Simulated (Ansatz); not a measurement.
BaTe: relaxation of cell and atoms

Theory: DFT, PBE, PAW with Ansatz's default frozen-core files, scalar-relativistic (Ansatz 0.2.0).

Command: `ansatz run input.yaml --threads 1 --pin off --max-ram 3072MiB --backend cpu --events-out ev --progress --plain --runs-dir out` The run took 4.8 min on 1 thread of Arm Neoverse V1 (shared host), peak memory 0.49 GiB.

```yaml
crystal:
  lattice:
    - [4.5558582445, 0.0, 0.0]
    - [-2.2779291223, 3.9454889758, 0.0]
    - [0.0, 0.0, 7.4260489385]
  atoms:
    - { symbol: Ba, position: [0.3333333333, 0.6666666667, 0.0] }
    - { symbol: Ba, position: [0.6666666667, 0.3333333333, 0.5] }
    - { symbol: Te, position: [0.3333333333, 0.6666666667, 0.376] }
    - { symbol: Te, position: [0.6666666667, 0.3333333333, 0.876] }
kpoints:
  mp_grid: { grid: [8, 8, 5] }
scf:
  occupations: { method: fermi_dirac, width: 0.08 }
hamiltonian:
  xc: pbe
  pseudopotentials: { kind: paw }
output:
  forces: true
  stress: true
relax:
  f_tol: 0.005
  max_steps: 80
  cell: {}
```

No spin–orbit coupling, which matters for the heavy atoms here.

The cell is built from the wurtzite type as a first guess.

The cutoff is 420 eV; energies and pressures of the walk include the program's estimate of the Pulay term.

Each frame lists the cell vectors (Å), then Cartesian positions (Å) and forces (eV/Å). Free energies count from the first step, -25858.2614 eV.

The walk took 19 evaluations in all; steps that aren't listed are left out.

Step 1: E = 0.0 meV, P = 34.27 GPa

```
cell 4.5559 0.0000 0.0000 -2.2779 3.9455 0.0000 0.0000 0.0000 7.4260
Ba    0.0000    2.6303    0.0000     0.000   0.000  -0.092
Ba    2.2779    1.3152    3.7130     0.000   0.000  -0.092
Te    0.0000    2.6303    2.7922     0.000   0.000   0.092
Te    2.2779    1.3152    6.5052     0.000   0.000   0.092
```

Step 2: E = -3321.2 meV, P = 19.86 GPa

```
cell 4.7783 0.0000 0.0000 -2.3892 4.1381 0.0000 0.0000 0.0000 7.7686
Ba    0.0000    2.7588   -0.0042     0.000   0.000  -0.057
Ba    2.3892    1.3794    3.8801     0.000   0.000  -0.057
Te    0.0000    2.7588    2.9252     0.000   0.000   0.057
Te    2.3892    1.3794    6.8095     0.000   0.000   0.057
```

Step 3: E = -5337.3 meV, P = 10.71 GPa

```
cell 5.0036 0.0000 0.0000 -2.5018 4.3333 0.0000 0.0000 0.0000 8.0814
Ba    0.0000    2.8888   -0.0122     0.000   0.000  -0.054
Ba    2.5018    1.4444    4.0285     0.000   0.000  -0.054
Te    0.0000    2.8888    3.0509     0.000   0.000   0.054
Te    2.5018    1.4444    7.0916     0.000   0.000   0.054
```

Step 4: E = -6397.5 meV, P = 4.82 GPa

```
cell 5.2256 0.0000 0.0000 -2.6128 4.5255 0.0000 0.0000 0.0000 8.3494
Ba    0.0000    3.0170   -0.0264     0.000   0.000  -0.039
Ba    2.6128    1.5085    4.1483     0.000   0.000  -0.039
Te    0.0000    3.0170    3.1658     0.000   0.000   0.039
Te    2.6128    1.5085    7.3405     0.000   0.000   0.039
```

Step 5: E = -6771.0 meV, P = 0.87 GPa

```
cell 5.4425 0.0000 0.0000 -2.7213 4.7134 0.0000 0.0000 0.0000 8.4949
Ba    0.0000    3.1422   -0.0557     0.000   0.000  -0.030
Ba    2.7213    1.5711    4.1917     0.000   0.000  -0.030
Te    0.0000    3.1422    3.2498     0.000   0.000   0.030
Te    2.7213    1.5711    7.4972     0.000   0.000   0.030
```

Step 6: E = -6792.1 meV, P = -0.12 GPa

```
cell 5.5231 0.0000 0.0000 -2.7616 4.7832 0.0000 0.0000 0.0000 8.4401
Ba    0.0000    3.1888   -0.0820     0.000   0.000  -0.031
Ba    2.7616    1.5944    4.1380     0.000   0.000  -0.031
Te    0.0000    3.1888    3.2555     0.000   0.000   0.031
Te    2.7616    1.5944    7.4755     0.000   0.000   0.031
```

Step 7: E = -6804.0 meV, P = -0.23 GPa

```
cell 5.5685 0.0000 0.0000 -2.7843 4.8225 0.0000 0.0000 0.0000 8.2435
Ba    0.0000    3.2150   -0.1240     0.000   0.000  -0.042
Ba    2.7843    1.6075    3.9977     0.000   0.000  -0.042
Te    0.0000    3.2150    3.2235     0.000   0.000   0.042
Te    2.7843    1.6075    7.3453     0.000   0.000   0.042
```

Step 8: E = -6812.0 meV, P = -0.31 GPa

```
cell 5.5903 0.0000 0.0000 -2.7952 4.8414 0.0000 0.0000 0.0000 8.1450
Ba    0.0000    3.2276   -0.1454     0.000   0.000  -0.052
Ba    2.7952    1.6138    3.9271     0.000   0.000  -0.052
Te    0.0000    3.2276    3.2079     0.000   0.000   0.052
Te    2.7952    1.6138    7.2804     0.000   0.000   0.052
```

Step 9: E = -6864.3 meV, P = -0.42 GPa

```
cell 5.6500 0.0000 0.0000 -2.8250 4.8931 0.0000 0.0000 0.0000 7.7865
Ba    0.0000    3.2620   -0.2175     0.000   0.000  -0.133
Ba    2.8250    1.6310    3.6757     0.000   0.000  -0.133
Te    0.0000    3.2620    3.1453     0.000   0.000   0.133
Te    2.8250    1.6310    7.0385     0.000   0.000   0.133
```

Step 10: E = -6958.7 meV, P = -0.24 GPa

```
cell 5.6859 0.0000 0.0000 -2.8429 4.9241 0.0000 0.0000 0.0000 7.4247
Ba    0.0000    3.2827   -0.2850     0.000   0.000  -0.243
Ba    2.8429    1.6414    3.4273     0.000   0.000  -0.243
Te    0.0000    3.2827    3.0767     0.000   0.000   0.243
Te    2.8429    1.6414    6.7891     0.000   0.000   0.243
```

Step 11: E = -7049.7 meV, P = -0.47 GPa

```
cell 5.7244 0.0000 0.0000 -2.8622 4.9575 0.0000 0.0000 0.0000 7.2050
Ba    0.0000    3.3050   -0.3537     0.000   0.000  -0.203
Ba    2.8622    1.6525    3.2488     0.000   0.000  -0.203
Te    0.0000    3.3050    3.0627     0.000   0.000   0.203
Te    2.8622    1.6525    6.6652     0.000   0.000   0.203
```

Step 12: E = -7052.9 meV, P = 0.63 GPa

```
cell 5.7421 0.0000 0.0000 -2.8710 4.9728 0.0000 0.0000 0.0000 6.8428
Ba    0.0000    3.3152   -0.4646     0.000   0.000   0.221
Ba    2.8710    1.6576    2.9568     0.000   0.000   0.221
Te    0.0000    3.3152    3.0375     0.000   0.000  -0.220
Te    2.8710    1.6576    6.4589     0.000   0.000  -0.220
```

Step 13: E = -7103.4 meV, P = 0.20 GPa

```
cell 5.7119 0.0000 0.0000 -2.8560 4.9467 0.0000 0.0000 0.0000 7.0455
Ba    0.0000    3.2978   -0.4397     0.000   0.000   0.009
Ba    2.8560    1.6489    3.0831     0.000   0.000   0.009
Te    0.0000    3.2978    3.0888     0.000   0.000  -0.009
Te    2.8560    1.6489    6.6116     0.000   0.000  -0.009
```

Step 14: E = -7104.2 meV, P = 0.00 GPa

```
cell 5.7239 0.0000 0.0000 -2.8619 4.9570 0.0000 0.0000 0.0000 7.0404
Ba    0.0000    3.3047   -0.4364     0.000   0.000   0.000
Ba    2.8619    1.6523    3.0838     0.000   0.000   0.000
Te    0.0000    3.3047    3.0835     0.000   0.000   0.000
Te    2.8619    1.6523    6.6037     0.000   0.000   0.000
```

Step 15: E = -7386.0 meV, P = 2.05 GPa (the cell of the step before, solved again on a basis chosen afresh, hence the jump)

Step 16:

```
cell 5.8786 0.0000 0.0000 -2.9393 5.0910 0.0000 0.0000 0.0000 7.0261
Ba    0.0000    3.3940   -0.4357
Ba    2.9393    1.6970    3.0774
Te    0.0000    3.3940    3.0775
Te    2.9393    1.6970    6.5906
```

Step 17: E = -7523.1 meV, P = -0.40 GPa

```
cell 6.0337 0.0000 0.0000 -3.0169 5.2253 0.0000 0.0000 0.0000 7.0048
Ba    0.0000    3.4836   -0.4343     0.000   0.000   0.000
Ba    3.0169    1.7418    3.0681     0.000   0.000   0.000
Te    0.0000    3.4836    3.0681     0.000   0.000   0.000
Te    3.0169    1.7418    6.5706     0.000   0.000   0.000
```

Give the energy and forces of step 16.

E = -7511.9 meV, P = 0.63 GPa
```
Ba    0.0000    3.3940   -0.4357     0.000   0.000   0.000
Ba    2.9393    1.6970    3.0774     0.000   0.000   0.000
Te    0.0000    3.3940    3.0775     0.000   0.000   0.000
Te    2.9393    1.6970    6.5906     0.000   0.000   0.000
```

How does the relaxation end?

It converges, with a = 5.979 Å, b = 5.979 Å, c = 7.000 Å, α = 90.00°, β = 90.00°, γ = 120.00° for the cell as listed; within 0.05 Å it has space group P6_3/mmc; smaller departures are within what the tolerances leave open. The last solve (on a basis chosen afresh for the final cell, so its energy is not quite comparable) gives E = -7531.2 meV, P = -0.04 GPa:
```
cell 5.9794 0.0000 0.0000 -2.9897 5.1783 0.0000 0.0000 0.0000 7.0000
Ba    0.0000    3.4522   -0.4334     0.000   0.000  -0.003
Ba    2.9897    1.7261    3.0666     0.000   0.000  -0.003
Te    0.0000    3.4522    3.0654     0.000   0.000   0.003
Te    2.9897    1.7261    6.5654     0.000   0.000   0.003
```
